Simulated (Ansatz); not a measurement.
# C: the cost of one run

All numbers are computed with Ansatz 0.2.0 through its Python package. Level of theory: DFT PBEsol, plane waves, PAW.

### 1 The structure

The structure is trigonal, space group R-3m (No. 166). Conventional cell: a = 2.466 Å, b = 2.466 Å, c = 24.848 Å, α = 90.00°, β = 90.00°, γ = 120.00°. C (site symmetry 3m) has 3 C at 1.42 Å as nearest neighbours.

The script holds or builds the structure itself.

### 2 The code

File smear_c.py:

```python
import warnings

import ansatz as az
from ase import Atoms
import matplotlib.pyplot as plt


def main() -> None:
    warnings.simplefilter('ignore', az.DeckWarning)

    atoms = Atoms(
        ['C', 'C', 'C', 'C'],
        scaled_positions=[
            (0.91283, 0.91283, 0.91283),
            (0.24615, 0.24615, 0.24615),
            (0.75385, 0.75385, 0.75385),
            (0.08717, 0.08717, 0.08717),
        ],
        cell=[
            (1.23319, 0.71198, 8.28262),
            (-1.23319, 0.71198, 8.28262),
            (0.0, -1.42396, 8.28262),
        ],
        pbc=True,
    )
    xtal = az.Crystal.from_ase(atoms)

    setup = xtal.calculation().kpoints(12, 12, 12).pseudopotentials('paw').basis(420).functional('pbesol')

    rows = []
    for value in [0.3, 0.2, 0.1, 0.05]:
        summary = setup.occupations('cold', width=value).run(threads=1, backend='cpu').report
        rows.append((value, summary['free_energy_ev'] / len(summary['lattice']['sites']), summary['n_iterations'], summary['n_kpoints']))

    print('  width (eV)   F/atom (eV)    iterations      k-points')
    for row in rows:
        print(f'{str(row[0]):>12s}  {row[1]:12.5f}  {row[2]:12d}  {row[3]:12d}')

    for row in rows[:-1]:
        shift = 1000 * (row[1] - rows[-1][1])
        print(f'{row[0]}: {shift:+.2f} meV/atom' + ('  (within 1 meV)' if abs(shift) < 1 else ''))
    plt.figure(figsize=(4.5, 3))
    plt.plot([str(row[0]) for row in rows], [1000 * (row[1] - rows[-1][1]) for row in rows], 'o-')
    plt.xlabel('width (eV)')
    plt.ylabel('F - F(last) (meV/atom)')
    plt.tight_layout()
    plt.savefig('smear.png', dpi=100)


if __name__ == '__main__':
    main()
```

### 3 The input behind the calls

The package turns the script's settings into the engine's input (first run):

```yaml
crystal:
  lattice:
    - [1.23319, 0.71198, 8.28262]
    - [-1.23319, 0.71198, 8.28262]
    - [0.0, -1.42396, 8.28262]
  atoms:
    - { symbol: C, position: [0.9128299999999999, 0.91283, 0.91283] }
    - { symbol: C, position: [0.24615, 0.24615, 0.24614999999999998] }
    - { symbol: C, position: [0.75385, 0.7538500000000001, 0.75385] }
    - { symbol: C, position: [0.08717, 0.08717, 0.08717] }
basis:
  ecutwfc: 420.0
kpoints:
  mp_grid:
    grid: [12, 12, 12]
hamiltonian:
  xc: pbesol
  pseudopotentials:
    kind: paw
scf:
  occupations:
    method: cold
    width: 0.3
```

### 4 Launch

The run is started by

```console
python smear_c.py
```

Q: Estimate wall time and peak memory on 1 thread of Arm Neoverse V1, shared host.

About 21 s, with a peak of 0.44 GiB.
